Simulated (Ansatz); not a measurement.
The system is Nb.

```
Nb
1.0
    -1.66395    1.66395    1.66395
     1.66395   -1.66395    1.66395
     1.66395    1.66395   -1.66395
Nb
1
Direct
  0.00000 0.00000 0.00000
```

Base run:

* Program: Ansatz 0.2.0
* Functional: revPBE
* Potentials or basis: all-electron LAPW, scalar-relativistic
* Cutoff: 217 eV (chosen from the basis error)
* Basis error allowed: 0.001 eV/atom
* k mesh: 11 × 11 × 11
* Occupations: fermi-dirac, width 0.05 eV
* Spin: no spin polarisation

Its results: pressure 0.0 GPa.

Question: The run is repeated on the same cell with these changes: functional from revPBE to PBE; occupations from fermi-dirac, width 0.05 eV to gaussian, width 0.012 eV. What comes out?

Answer: Pressure -1.8 GPa.
